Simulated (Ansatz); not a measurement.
# Pressure coefficients of GaN

```
Ga N
1.0
     0.00000    1.99250    1.99250
     1.99250    0.00000    1.99250
     1.99250    1.99250    0.00000
Ga N
1 1
Cartesian
  1.9925 1.9925 1.9925
  0.0000 0.0000 0.0000
```

The cell comes from COD entry 1536825, which wasn't checked; take it as a given geometry.

Level of theory: DFT, PBEsol, all-electron LAPW, scalar-relativistic (Ansatz 0.2.0).

Sampling and basis: a Γ-centred 10×10×10 k mesh, Fermi–Dirac smearing of 0.02 eV, basis error target 0.25 meV/atom, no spin polarisation.

The cell is scaled evenly with fractional coordinates held. Semilocal gaps are too small, but their slopes carry over better.

```
V/V(cell)  P (GPa)  gap on the k mesh (eV)
   0.9400    91.67                   2.199
   0.9600    79.64                   2.040
   0.9800    68.72                   1.887
   0.9900    63.64                   1.813
   1.0000    58.81                   1.739
   1.0100    54.19                   1.668
   1.0200    49.79                   1.597
   1.0400    41.60                   1.460
```

From the rows at 0.9900 and 1.0100, what is the bulk modulus at the cell's volume?

B = −ΔP/Δln V = −[(54.19) − (63.64)]/0.02000 = 472.5 GPa. This is the modulus at 58.8 GPa, not at zero pressure.

What are the gap's volume deformation potential and pressure coefficient?

dEg/dln V = (1.668 − 1.813)/0.02000 = -7.25 eV, and dEg/dP = −(dEg/dln V)/B = 15 meV/GPa: pressure widens the gap.

Predict the row at V/V(cell) = 1.0600. How far is a linear estimate of P off?

P = 34.14 GPa, gap 1.327 eV. The linear estimate P(cell) − B ln(V/V(cell)) = 31.28 GPa misses by 2.86 GPa, since the modulus falls on expansion.
